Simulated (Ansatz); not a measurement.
Input and command of a plane-wave DFT calculation in Ansatz:

```yaml
crystal:
  lattice:
    - [2.4561701622, 0.0, 0.0]
    - [-1.2280850811, 2.1271057565, 0.0]
    - [0.0, 0.0, 8.52380336]
  atoms:
    - { symbol: C, position: [0.089050584, 0.6666666667, 0.0] }
    - { symbol: C, position: [0.6666666667, 0.3333333333, 0.0] }
basis:
  ecutwfc: 420
kpoints:
  mp_grid: { grid: [30, 30, 8] }
hamiltonian:
  xc: pbe
  dispersion: d3bj
scf:
  occupations: { method: gaussian, width: 0.15 }
output:
  forces: true
  stress: true
  eigenvalues: true
```

```bash
ansatz run input.yaml --threads 1 --pin off --max-ram 2560MiB --backend cpu --events-out ev --progress --plain --runs-dir out
```

Processor: Intel(R) Xeon(R) Processor @ 2.50GHz (Skylake/Cascade Lake), 1 thread, on a host shared with other jobs.

Task: Estimate time, memory and problem size.

Result: About 72 s on 1 thread of Intel(R) Xeon(R) Processor @ 2.50GHz (Skylake/Cascade Lake), with other jobs on the host, peak memory 1.1 GiB. It solves 8 bands at 2260 k points (the mesh reduced by the symmetry that the task leaves, which can be less than the crystal's) with about 839 plane waves, in 6 SCF iterations.
